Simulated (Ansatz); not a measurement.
## What TaO2 monolayer (2H) distorts into

Which phase does TaO2 monolayer (2H) fall into along its unstable mode, and how much energy does it gain?

Main program and level: Ansatz 0.2.0; DFT PBE, scalar-relativistic, plane waves, PAW.

### Step 1. The structure

The cell holds 3 atoms: 1 Ta and 2 O. Its edges and angles: a = 2.976 Å, b = 2.976 Å, c = 28.700 Å, α = 90.0°, β = 90.0°, γ = 120.0°. Vacuum lies along c.

### Step 2. Response at finite wavevector

The cell comes from relaxations at this level that are not shown. Stability and thermal properties need the whole zone. Linear response on a 6×6×1 q mesh gives force constants as far as a supercell of that size would.

Contents of input.yaml:

```yaml
crystal:
  lattice:
    - [2.9759263965, 0.0, 0.0]
    - [-1.4879631983, 2.5772278592, 0.0]
    - [0.0, 0.0, 28.7]
  atoms:
    - { symbol: Ta, position: [0.3333333333, 0.6666666667, 0.3484320557] }
    - { symbol: O, position: [0.6666666667, 0.3333333333, 0.3895865117] }
    - { symbol: O, position: [0.6666666667, 0.3333333333, 0.3072775997] }
  periodic: [true, true, false]
kpoints:
  mp_grid: { grid: [18, 18, 1] }
hamiltonian:
  xc: pbe
scf:
  occupations: { method: methfessel_paxton, width: 0.15 }
output:
  eigenvalues: true
phonons:
  method: dfpt
  qmesh: [6, 6, 1]
  temperatures: { t_max: 1000, t_step: 50 }
  qpath:
    path:
      - [0.0, 0.0, 0.0]
      - [0.5, 0.0, 0.0]
      - [0.33333333, 0.33333333, 0.0]
      - [0.0, 0.0, 0.0]
    npoints: 10
```

Launch:

```console
$ ansatz run input.yaml --threads 8 --pin off --max-ram 14336MiB --backend cpu --events-out ev --progress --plain --runs-dir out
```

Numbers of over 12 decimals in the logs are rounded to 6 here.

The log of the run:

```text
Warning: crystal.symmetry: narrowed to the stabiliser of the run's FFT grids — unitary ops 12 → 6. A phonons.method: dfpt run fills in the rows of the dynamical matrix that it does not solve by its symmetry operations, which is exact only for operations that map its FFT grids onto themselves: filled in by any other, the frequencies could depend on the order in which like atoms are typed, or, by more than the grids' own error, on where the crystal sits among the grids' points. Excluded: 6 operations. The run can therefore solve more perturbations, solve them on more k-points, or both, and cost more. [rest of the remark cut]
Engine: ansatz 0.2.0, aarch64-unknown-linux-gnu
Pseudopotentials: kind: paw
Pseudopotential: Ta, paw, valence charge 13, recommended cutoff 420 eV (normal), Ta.paw.azcp
Pseudopotential: O, paw, valence charge 6, recommended cutoff 420 eV (normal), O.paw.azcp
Functional definition: PBE
  parameter kappa = 0.804
  parameter beta = 0.066725
  exchange = pbe_x(kappa = kappa, mu = beta*pi^2/3)
  correlation = pbe_c(beta = beta)
Crystal: 3 atoms, lattice volume = 220.119 Å³
Basis set: ecut = 420 eV, 4187 PW (Γ), exchange–correlation on 40×40×384 points (8 copies of the dense FFT grid, shifted against one another)
Bands: 17, of which v1, the nominal top of the filled ones, is band 13 counted from 1 (12 counted from 0)
Symmetry: 12 space group operations
k-points: 37 of 324 (irreducible under 6 space group operations, time reversal used)
Non-local potential: Ta, projectors of the file, l = 0: 3, l = 1: 2, l = 2: 2, l = 3: 1
Non-local potential: O, projectors of the file, l = 0: 2, l = 1: 2, l = 2: 1
PAW form: soft (Blöchl's): semilocal exchange-correlation on the pseudo side does not see the compensation charge
PAW one-centre angular grid: Ta, 590 points (default); XC on 64 Gauss nodes
PAW one-centre angular grid: O, 110 points (default); XC on 64 Gauss nodes
Initial density: superposition of atomic densities (neutral atoms: chi_scale 0, normalization atom), corrected by the library's trained network
Initial wavefunctions: pseudopotential atomic-orbital guess
Functional: x = pbe(κ = 0.804, μ = 0.219515), c = pbe(β = 0.066725)
SCF iter   1: F=—  HF=-11069.072010 eV  |F-HF|=—  |Δ(HF+E_count)|=         —  Δρ=2.83e-3  dr2=1.06e-2  ethr=1.77e-3  ⟨swp⟩=11.7  Hψ=5425  notcnv=0
preconditioner: auto → LDOS  [metal: Δε(μ)=0.014 eV  Ē_g=11.997 eV  σ=0.150 eV  W_gap=0.08  n_scr=16 (ndim 8)  ℏωp=10.3 eV  f_vac=0.814  D(μ)=3.53/eV (n_scr^D=14)  β→1.0]
SCF iter   2: F=—  HF=-11069.073465 eV  |F-HF|=—  |Δ(HF+E_count)|=   1.45e-3  S|Δr|=    0.00e0  Δρ=8.65e-4  dr2=6.71e-4  ethr=4.23e-5  ⟨swp⟩=3.6  Hψ=1735  notcnv=0  defer=2
SCF iter   3: F=—  HF=-11069.073988 eV  |F-HF|=—  |Δ(HF+E_count)|=   5.24e-4  S|Δr|=    0.00e0  Δρ=3.78e-4  dr2=2.01e-4  ethr=2.68e-6  ⟨swp⟩=3.6  Hψ=1386  notcnv=0  defer=2
SCF iter   4: F=—  HF=-11069.074084 eV  |F-HF|=—  |Δ(HF+E_count)|=   9.51e-5  S|Δr|=    0.00e0  Δρ=1.44e-4  dr2=2.12e-5  ethr=8.02e-7  ⟨swp⟩=3.2  Hψ=1214  notcnv=0  defer=2
SCF iter   5: F=—  HF=-11069.074110 eV  |F-HF|=—  |Δ(HF+E_count)|=   2.60e-5  S|Δr|=    0.00e0  Δρ=4.77e-5  dr2=2.00e-6  ethr=8.47e-8  ⟨swp⟩=3.6  Hψ=1452  notcnv=0  defer=2
SCF iter   6: F=—  HF=-11069.074209 eV  |F-HF|=—  |Δ(HF+E_count)|=   9.91e-5  S|Δr|=    0.00e0  Δρ=1.98e-5  dr2=3.68e-7  ethr=8.01e-9  ⟨swp⟩=3.3  Hψ=1307  notcnv=0  defer=2
SCF iter   7: F=—  HF=-11069.074211 eV  |F-HF|=—  |Δ(HF+E_count)|=   1.94e-6  S|Δr|=    0.00e0  Δρ=8.87e-6  dr2=1.10e-7  ethr=1.47e-9  ⟨swp⟩=3.5  Hψ=1304  notcnv=0  defer=2
SCF iter   8: F=—  HF=-11069.074211 eV  |F-HF|=—  |Δ(HF+E_count)|=   6.00e-7  S|Δr|=    0.00e0  Δρ=2.32e-6  dr2=1.61e-8  ethr=4.41e-10  ⟨swp⟩=3.1  Hψ=1120  notcnv=0  defer=2
SCF iter   9: F=—  HF=-11069.074211 eV  |F-HF|=—  |Δ(HF+E_count)|=   7.88e-8  S|Δr|=    0.00e0  Δρ=8.65e-7  dr2=1.26e-9  ethr=6.43e-11  ⟨swp⟩=3.5  Hψ=1197  notcnv=0  defer=2
SCF iter  10: F=—  HF=-11069.074211 eV  |F-HF|=—  |Δ(HF+E_count)|=   2.21e-8  S|Δr|=    0.00e0  Δρ=2.70e-7  dr2=8.37e-11  ethr=5.03e-12  ⟨swp⟩=3.6  Hψ=1393  notcnv=0  defer=2
SCF iter  11: F=-11069.074211 eV  HF=-11069.074211 eV  |F-HF|=2.50e-9  |Δ(HF+E_count)|=   1.66e-8  S|Δr|=    0.00e0  Δρ=8.62e-8  dr2=4.04e-12  ethr=1.00e-12  ⟨swp⟩=15.2  Hψ=6320  notcnv=0
SCF 1 converged in 11 iterations: F = -11069.074211 eV  dr2 = 4.04e-12
  greatest PAW one-centre occupation: 0.999 electrons in one spin orbital (limit 2), on the Ta atom at site 0 (counted from 0), in its partial waves of l = 0
phonons: the bands overlap, so this run is a metal and interpolates without the dipole-dipole term. If the crystal is really an insulator or semiconductor, its LO-TO splitting is missing
NSCF: frozen V_eff on 37 k-points
WARN: eigensolver did not converge in 2 slots of this pass, the one above among them; of largest residual over every band (k=12): 1 band(s) unlocked (lowest unlocked band 16, counted from 0; max residual 1.93e-4 eV among the unlocked bands, 1.93e-4 eV over every band); of lowest unlocked band (k=12): band 16
NSCF: frozen V_eff on 91 k-points
DFPT response loops at q = (0, 0, 0) (fractional): preconditioner auto → none (partly filled bands, converged f_vac=0.812); β = 0.50; Broyden in place of MSR1
NSCF: frozen V_eff on 342 k-points
DFPT response loops at q = (0, 0.166667, 0) (fractional): mixed as the last ones told, above
NSCF: frozen V_eff on 342 k-points
DFPT response loops at q = (0, 0.333333, 0) (fractional): mixed as the last ones told, above
NSCF: frozen V_eff on 182 k-points
DFPT response loops at q = (0, -0.5, 0) (fractional): mixed as the last ones told, above
NSCF: frozen V_eff on 648 k-points
DFPT response loops at q = (0.166667, 0.166667, 0) (fractional): mixed as the last ones told, above
NSCF: frozen V_eff on 648 k-points
DFPT response loops at q = (0.166667, 0.333333, 0) (fractional): mixed as the last ones told, above
NSCF: frozen V_eff on 342 k-points
DFPT response loops at q = (0.333333, 0.333333, 0) (fractional): mixed as the last ones told, above
SCF converged after 11 iterations
Stability not checked: this state was not tested for a lower state beside it, because cold or Methfessel-Paxton smearing, or corrected tetrahedra, fill the levels in a way that the test cannot read (fill_not_monotonic; see scf.lower_state_search)
Free energy (F): -11069.074211 eV
Harris-Foulkes:  -11069.074211 eV  (|F-HF|=2.50e-9)
Internal energy: -11069.068674 eV  (E = F + TS)
E sigma→0 (E₀):  -11069.072827 eV
Entropy (-TS):   -0.005538 eV (-1.846 meV/atom)
Fermi energy:    -6.784607 eV
--- Per-component energies (eV) ---
  E_band       = -644.406677
  E_kinetic    = 715.111014
  E_local      = -46151.739114  (includes V_loc(G=0)·N_el)
  E_nonlocal   = 110.065183
  E_hartree    = 22628.998273
  E_xc         = -365.531162
  E_vxc        = -391.644134  (∫ρ·V_xc dr)
  E_paw        = -8712.521772  (= ΣΔE_a)
  E_vpaw       = -184.201335  (= ΣTr[D̂ρ^β])
  E_aug_tail   = 0.005159  (compensation charges beyond the density's cutoff)
  E_ewald      = 20706.543745
  E_smearing   = -0.005538  (= −TS)
  E_closure    = -0.000000  (closes the sum)
  Σ components = -11069.074211   (vs F -11069.074211, Δ=0.00e0)
--- Band table (eV; the first three rows and the last of 37) ---
  k-point 0: bands = [... 9 lower, -10.3978, -10.3978, -9.0314, -4.9517, -3.3717, -2.9501, -2.9501, -2.2426]
  k-point 1: bands = [... 9 lower, -10.4702, -10.4472, -8.9872, -5.0161, -3.3041, -2.9348, -2.8151, -2.3394]
  k-point 2: bands = [... 9 lower, -10.6509, -10.5849, -8.8970, -5.2948, -2.8847, -2.8806, -2.5787, -2.5245]
  k-point 36: bands = [... 9 lower, -11.3218, -10.1371, -9.1897, -6.8116, -4.0701, -1.1314, -0.2934, 0.0783]
--- Phonons (Γ-DFPT): 6 representative perturbations + reference (Σ response iterations 35) ---
  ASR residual: 5.627e-5 → 0.000e0 eV/Å²; symmetrization residual: 9.268e-6 eV/Å²
  The last average, over the group as it would stand without the narrowing to the FFT grids, took up to 3.270e-6 eV/Å² of the zone centre's force constants
  ASR residual per site (eV/Å²): 5.63e-5 5.12e-5 2.30e-5
  Γ frequencies (cm⁻¹): -385.13 -385.13 0.00 0.00 0.00 343.28 343.28 606.06 673.31
--- Phonons (arbitrary-q DFPT): 7 irreducible q on the 6×6×1 mesh ---
  q = [0.0000, 0.0000, 0.0000] (star 1, of the zone-centre solve; hermiticity 5.05e-7, symmetrization 3.78e-11, taken by the last average 8.90e-8): -385.13 -385.13 -0.00 -0.00 0.00 343.28 343.28 606.06 673.31
  q = [0.0000, 0.1667, 0.0000] (star 6, 9 solved perturbations on 171 of 324 k-point pairs; hermiticity 5.66e-7, symmetrization 5.02e-9, taken by the last average 1.13e-7): -411.28 -309.94 29.87 82.36 151.81 359.45 361.90 565.48 666.93
  q = [0.0000, 0.3333, 0.0000] (star 6, 9 solved perturbations on 171 of 324 k-point pairs; hermiticity 5.24e-7, symmetrization 1.32e-8, taken by the last average 1.70e-7): -264.87 -59.42 82.93 151.95 345.15 394.15 396.80 507.63 651.62
  q = [0.0000, -0.5000, 0.0000] (star 3, 9 solved perturbations on 91 of 324 k-point pairs; hermiticity 1.48e-4, symmetrization 2.45e-5, taken by the last average 2.24e-7): -138.93 107.12 142.09 194.88 409.99 412.63 431.29 479.59 651.12
  q = [0.1667, 0.1667, 0.0000] (star 6, 6 solved perturbations in 1485 linear systems a pass and spin channel, the states on 324 of 324 k-point pairs; hermiticity 3.71e-7, symmetrization 2.25e-10, taken by the last average 1.58e-7): -181.00 -160.04 68.08 170.21 285.93 380.37 394.20 521.38 655.80
  q = [0.1667, 0.3333, 0.0000] (star 12, 9 solved perturbations on 324 of 324 k-point pairs: no pair is spared here; hermiticity 5.53e-7, symmetrization 0.00e0, taken by the last average 1.42e-7): -78.78 101.69 191.12 259.99 410.23 415.01 421.06 480.40 649.29
  q = [0.3333, 0.3333, 0.0000] (star 2, 6 solved perturbations in 705 linear systems a pass and spin channel, the states on 171 of 324 k-point pairs; hermiticity 1.38e-4, symmetrization 2.89e-5, taken by the last average 1.48e-7): -154.38 108.20 241.88 304.95 418.59 424.05 459.17 466.62 646.43
  sum rule: each row above includes the acoustic sum rule's correction from the zone centre's row sums; it moved no ω² by more than (0.93 cm⁻¹)²
  mesh force constants: q→R imaginary residual 1.09e-18; ASR residual 5.627e-5 → 0.000e0 eV/Å²; symmetrization residual 9.770e-15 eV/Å²
  interpolated dispersion: 31 rows × 9 modes
  density of states and harmonic sums: on the 24×24×1 q-mesh, interpolated from the force constants of a 6×6×1 supercell (no non-analytic term)
  largest difference from the sums on the solved wave vectors: F 5.10e-2 eV, S 6.71e-5 and C_V 1.65e-5 eV/K
  zero-point energy: 0.164075 eV/cell   skipped modes (ω ≤ 0): 91, of them read as no rigid motion or as one in doubt: 88 (1.418e0 modes/cell left out, lowest -414.59 cm⁻¹)   left out of the sums: 1.58e-1 of the cell's modes: C_V's classical limit lies that fraction below 3 k_B per atom; for a crystal, a wire or a layer, F and S can be off by more, and a phonons.interpolated_qmesh denser along its periods is the remedy for the sampling
```

The job ended after 8.4 min (8 threads of Arm Neoverse V2, shared host; peak memory 2.5 GiB).

Numbers from this step:

```
gap on the k-mesh                                       : 0 eV
sum-rule residual before enforcement                    : 5.63e-5 eV/Å²
lowest frequency on the path                            : -414.6 cm⁻¹
point group                                             : -6m2
highest frequency on the path or at a solved wavevector : 673.3 cm⁻¹
area per atom                                           : 2.557 Å²
highest optical mode at the zone centre (no LO-TO term) : 673.3 cm⁻¹
lowest optical zone-centre mode                         : -385.1 cm⁻¹
lowest mode on the q mesh (acoustic modes at Γ apart)   : -411.3 cm⁻¹
```

Frequencies (cm⁻¹) solved at each irreducible wavevector; negative means imaginary. Frequencies by wavevector, by row:

| q in reciprocal lattice units | star | mode 1 | mode 2 | mode 3 | mode 4 | mode 5 | mode 6 | mode 7 | mode 8 | mode 9 |
| --- | --- | --- | --- | --- | --- | --- | --- | --- | --- | --- |
| 0 0 0 | 1 | -385.1 | -385.1 | 0 | 0 | 0 | 343.3 | 343.3 | 606.1 | 673.3 |
| 0 0.1667 0 | 6 | -411.3 | -309.9 | 29.9 | 82.4 | 151.8 | 359.4 | 361.9 | 565.5 | 666.9 |
| 0 0.3333 0 | 6 | -264.9 | -59.4 | 82.9 | 151.9 | 345.1 | 394.1 | 396.8 | 507.6 | 651.6 |
| 0 -0.5 0 | 3 | -138.9 | 107.1 | 142.1 | 194.9 | 410 | 412.6 | 431.3 | 479.6 | 651.1 |
| 0.1667 0.1667 0 | 6 | -181 | -160 | 68.1 | 170.2 | 285.9 | 380.4 | 394.2 | 521.4 | 655.8 |
| 0.1667 0.3333 0 | 12 | -78.8 | 101.7 | 191.1 | 260 | 410.2 | 415 | 421.1 | 480.4 | 649.3 |
| 0.3333 0.3333 0 | 2 | -154.4 | 108.2 | 241.9 | 304.9 | 418.6 | 424.1 | 459.2 | 466.6 | 646.4 |

Interpolated from a 6×6×1 q mesh. Phonon branches along the path, in cm⁻¹:

| point | branch 1 | branch 2 | branch 3 | branch 4 | branch 5 | branch 6 | branch 7 | branch 8 | branch 9 |
| --- | --- | --- | --- | --- | --- | --- | --- | --- | --- |
| Γ | -385 | -385 | 0 | 0 | 0 | 343 | 343 | 606 | 673 |
| halfway | -356 | -188 | 57 | 112 | 242 | 378 | 378 | 534 | 658 |
| M | -139 | 107 | 142 | 195 | 410 | 413 | 431 | 480 | 651 |
| halfway | -70 | 106 | 201 | 264 | 416 | 417 | 432 | 473 | 649 |
| K | -154 | 108 | 242 | 305 | 419 | 424 | 459 | 467 | 646 |
| halfway | -181 | -160 | 68 | 170 | 286 | 380 | 394 | 521 | 656 |
| Γ | -385 | -385 | 0 | 0 | 0 | 343 | 343 | 606 | 673 |

The phonon branches as a text plot (rows in cm⁻¹):

```
    651 |********************************************************
    605 |*****                                             ******
    560 |     ****                                    *****
    515 |         ******                          ****
    469 |               **************************
    424 |               ****************************
    379 |     ************                        *********
    333 |*****                                             ******
    288 |           **              **************  **
    243 |         **            **** **********   **
    197 |       **      ********   **          ***    ***
    152 |     **    ****  *********               ****   **
    107 |   **  ****  ****************************    *******
     61 | ************                            *******  *****
     16 |*******      **                                 ********
    -29 |                       ***
    -75 |                      *   *
   -120 |           **      ***     ****     *******
   -165 |         **      **            *****       **
   -211 |               **
   -256 |       **    **                              ***
   -301 |           **                                *****
   -347 |   ****  **                                       **
   -392 |*********                                       ********
         Γ                   M           K                      Γ
```

Symmetry leaves 7 wavevectors to solve. The lowest mode among them, the acoustic zeros apart, lies at q = (0, 0.167, 0) and is imaginary, 411.3i cm⁻¹, so the energy falls along it. Between them the interpolated path dips to 415i cm⁻¹.

### Step 3. The mode frozen in, largest atomic shift 0 Å

The mode followed lies at Γ with frequency 385.1i cm⁻¹ and is 2-fold degenerate, one of the unstable modes though not the softest. At small amplitude the distorted cell has space group no. 6 by a symmetry search on the positions. The undistorted cell that holds it gives the zero of energy on the same k mesh.

input.yaml, the sections that differ from step 2:

```yaml
output:
  forces: true
  stress: true
  eigenvalues: true
# crystal, kpoints, hamiltonian, scf: as in step 2
# phonons: removed
```

The log of the run:

```text
[...]
Crystal: 3 atoms, lattice volume = 220.119 Å³
Basis set: ecut = 420 eV, 4187 PW (Γ), exchange–correlation on 40×40×384 points (8 copies of the dense FFT grid, shifted against one another)
Bands: 17, of which v1, the nominal top of the filled ones, is band 13 counted from 1 (12 counted from 0)
Symmetry: 12 space group operations
[...]
--- Band table (eV; the first three rows and the last of 37) ---
  k-point 0: bands = [... 9 lower, -10.3977, -10.3977, -9.0314, -4.9516, -3.3716, -2.9499, -2.9499, -2.2425]
  k-point 1: bands = [... 9 lower, -10.4701, -10.4471, -8.9872, -5.0160, -3.3040, -2.9347, -2.8150, -2.3393]
  k-point 2: bands = [... 9 lower, -10.6509, -10.5849, -8.8969, -5.2946, -2.8845, -2.8805, -2.5785, -2.5243]
  k-point 36: bands = [... 9 lower, -11.3217, -10.1370, -9.1897, -6.8115, -4.0700, -1.1313, -0.2933, 0.0784]
[key lines of the parts left out:]
SCF converged after 8 iterations
Free energy (F): -11069.074211 eV
Fermi energy:    -6.784467 eV
P = ½ c Tr σ = 0.0016 N/m
```

Wall time 2.2 s (8 threads); peak memory 0.54 GiB.

Numbers from this step:

* energy from the undistorted cell: 0 meV/atom

### Step 4. The mode frozen in, largest atomic shift 0.04 Å

The atoms are moved along the unstable eigenvector, the largest shift by 0.04 Å, with the cell fixed.

input.yaml, the sections that differ from step 3:

```yaml
crystal:
  lattice:
    - [2.9759263965, 0.0, 0.0]
    - [-1.4879631983, 2.5772278592, 0.0]
    - [0.0, 0.0, 28.7]
  atoms:
    - { symbol: Ta, position: [0.3308036488, 0.666323821, 0.3484320557] }
    - { symbol: O, position: [0.6809719685, 0.3352721167, 0.3895865117] }
    - { symbol: O, position: [0.6809719685, 0.3352721167, 0.3072775997] }
  periodic: [true, true, false]
# kpoints, hamiltonian, scf, output: as in step 3
```

The log of the run:

```text
[...]
Crystal: 3 atoms, lattice volume = 220.119 Å³
Basis set: ecut = 420 eV, 4187 PW (Γ), exchange–correlation on 40×40×384 points (8 copies of the dense FFT grid, shifted against one another)
Bands: 17, of which v1, the nominal top of the filled ones, is band 13 counted from 1 (12 counted from 0)
Symmetry: 2 space group operations
[...]
--- Band table (eV; the first three rows and the last of 164) ---
  k-point 0: bands = [... 9 lower, -10.6201, -10.1829, -9.0304, -4.9694, -3.4985, -3.0065, -2.7608, -2.5599]
  k-point 1: bands = [... 9 lower, -10.6756, -10.2495, -8.9862, -5.0274, -3.4493, -2.9129, -2.6910, -2.5834]
  k-point 2: bands = [... 9 lower, -10.8239, -10.4197, -8.8968, -5.2952, -3.1726, -2.6805, -2.6697, -2.4973]
  k-point 163: bands = [... 9 lower, -11.6948, -10.1021, -8.9296, -6.3745, -2.3549, -1.9122, -1.4143, 0.2074]
[key lines of the parts left out:]
SCF converged after 6 iterations
Free energy (F): -11069.085214 eV
Fermi energy:    -6.763250 eV
P = ½ c Tr σ = 0.0789 N/m
```

Wall time 6.9 s (8 threads); peak memory 0.87 GiB.

Numbers from this step:

```
energy from the undistorted cell : -4.034 meV/atom
```

The energy, extrapolated to zero smearing, is -4.03 meV/atom against the undistorted cell.

### Step 5. Energy along the mode, all amplitudes (two of the runs are shown above)

An imaginary frequency means negative curvature, so the energy should fall and then rise again as anharmonic terms take over.

Numbers from this step:

- depth at the lowest point sampled: 4.034 meV/atom
- largest atomic shift at that point: 0.04 Å

Table of energy from the parent by largest shift of an atom, one sign:

| largest shift of an atom, one sign (Å) | energy from the parent (meV/atom) |
| --- | --- |
| 0.0000 | 0 |
| 0.0400 | -4.03 |
| 0.0800 | -3.95 |
| 0.1400 | 14.9 |

Displacement at unit largest shift by atom:

| atom | x (Å) | y (Å) | z (Å) | size |
| --- | --- | --- | --- | --- |
| Ta1 | -0.175 | -0.022 | 0.000 | 0.176 |
| O2 | 0.992 | 0.125 | 0.000 | 1.000 |
| O3 | 0.992 | 0.125 | 0.000 | 1.000 |

The lowest of the steps tried is at 0.04 Å, 4.03 meV/atom below the parent; the bottom of the well need not coincide with a step.

[end of part 1 of 3]

[Logs are printed without paths, hosts, clocks, repeated set-up lines and the standing remarks that a program may print on its own settings, such as how far it seeks lower states.]

[Hosts, paths, dates, database ids (printed as entryN), source tags and the programs' standing remarks are cut or masked in the printed files.]
